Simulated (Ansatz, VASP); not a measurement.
**Os: VASP beside Ansatz**

INCAR

```
PREC = Accurate
ENCUT = 520
EDIFF = 1E-6
ISMEAR = -1
SIGMA = 0.1
LREAL = False
LASPH = True
NELM = 80
ALGO = Normal
ISIF = 2
LWAVE = False
LCHARG = False
GGA = RE
NBANDS = 10
```

File KPOINTS:

```
Automatic mesh
0
Gamma
  16 16 16
```

The input POSCAR:

```
Os
1.0
    0.0000000000      1.9589382654      1.9589382654
    1.9589382654      0.0000000000      1.9589382654
    1.9589382654      1.9589382654      0.0000000000
Os
1
Direct
    0.0000000000      0.0000000000      0.0000000000
```

Input for Ansatz:

```yaml
crystal:
  lattice:
    - [0.0, 1.9589382654, 1.9589382654]
    - [1.9589382654, 0.0, 1.9589382654]
    - [1.9589382654, 1.9589382654, 0.0]
  atoms:
    - { symbol: Os, position: [0.0, 0.0, 0.0] }
hamiltonian:
  xc: revpbe
  pseudopotentials:
    kind: paw
    azcp:
      Os: "pseudopotentials/Os.paw.azcp"
basis:
  ecutwfc: 420
  fft_grid_basis: typed
kpoints:
  mp_grid: { grid: [16, 16, 16], shift: [0, 0, 0] }
magnetization:
  spin_polarized: false
scf:
  occupations: { method: fermi_dirac, width: 0.1 }
  lower_state_search: "off"
output:
  stress: true
```

Alike in both runs: task single point; functional revPBE; k mesh 16 × 16 × 16; occupations fermi-dirac, width 0.1 eV; no spin polarisation.

|  | VASP | Ansatz |
| --- | --- | --- |
| version | VASP 6.6.1 | Ansatz 0.2.0 |
| potentials or method | VASP PAW PBE potentials, release 64 (Os) | plane waves (420 eV) with PAW, scalar-relativistic |
| plane-wave cutoff (eV) | 520 | 420 |
| valence electrons in the cell | 8 | 16 |

Ansatz gave:

* pressure (GPa): -13.7

Q: What did VASP give for the same quantities?

A: Pressure (GPa): -14.2.

The functional is the same, so the differences come from potentials, cutoffs and numerics. The two sets of potentials don't hold the same shells in valence.

Caveats: the PAW data sets were made with another functional, which shifts forces and pressure a little (VASP). The runs have no spin-orbit coupling, so splittings on Os are missing.
